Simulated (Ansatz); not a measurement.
SiNi3:

```
Ni Si
1.0
     3.54200    0.00000    0.00000
     0.00000    3.54200    0.00000
     0.00000    0.00000    3.54200
Ni Si
3 1
Direct
  0.50000 0.50000 0.00000
  0.50000 0.00000 0.50000
  0.00000 0.50000 0.50000
  0.00000 0.00000 0.00000
```

Base run:

```yaml
Program: Ansatz 0.2.0
Functional: PBE
Potentials_or_basis: Ansatz PAW
Cutoff: "420 eV (not typed: the program's choice for these potentials)"
k_mesh: 6 × 6 × 6
Occupations: fermi-dirac, width 0.05 eV
Spin: collinear spin, ferromagnetic start
Starting_moments: "[1.0, 1.0, 1.0, 0.0] μB"
Fixed_moment: 3 μB
```

Its results: pressure 1.7 GPa; site moments Ni +0.91; Si +0.15 μB.

Q: The run is repeated on the same cell with these changes: fixed moment from 3 μB to 6 μB; moments at the start from [1.0, 1.0, 1.0, 0.0] to [2.0, 2.0, 2.0, 0.0]. What comes out?

A: Pressure 25.2 GPa; site moments Ni +1.58; Si +0.55 μB.

Caveats: the total moment is fixed, so each spin has its own Fermi level; the thresholds are loose for stress.
